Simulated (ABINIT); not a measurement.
A run of ABINIT 10.8.3 (patched build) is set up as follows.

File run.abi:

```
# Pseudopotentials
pp_dirpath "./"
pseudos "Au.GGA_PBE-JTH.xml"

# Structure
acell 3*1.0
rprim
     0.0000000000     3.8455926636     3.8455926636
     3.8455926636     0.0000000000     3.8455926636
     3.8455926636     3.8455926636     0.0000000000
ntypat 1
znucl 79
natom 1
typat 1
xred
     0.0000000000     0.0000000000     0.0000000000

# Plane-wave basis
ecut 25.0
pawecutdg 47.0

# k points
kptopt 1
ngkpt 14 14 14
nshiftk 1
shiftk 0.0 0.0 0.0

# Exchange and correlation
ixc -116133

# Bands and occupations
nband 10
occopt 3
tsmear 0.05 eV

# SCF cycle
nstep 100
tolvrs 1.0e-9

# Output
iomode 3
prtwf 0
prtden 0
prteig 0
prtebands 0
enunit 1
```

Potentials or basis: JTH PAW PBE v2.0.

Command:

```bash
$ abinit run.abi > log 2>&1
```

Problem. What does it give for the pressure?

Solution. 2.3 GPa.

Problem. Estimate the band gap on the k mesh.

Solution. None (metal or under the smearing width).

Caveat: the PAW data sets were made with another functional, which shifts forces and pressure a little. Spin-orbit coupling is left out, which matters for the levels of Au.
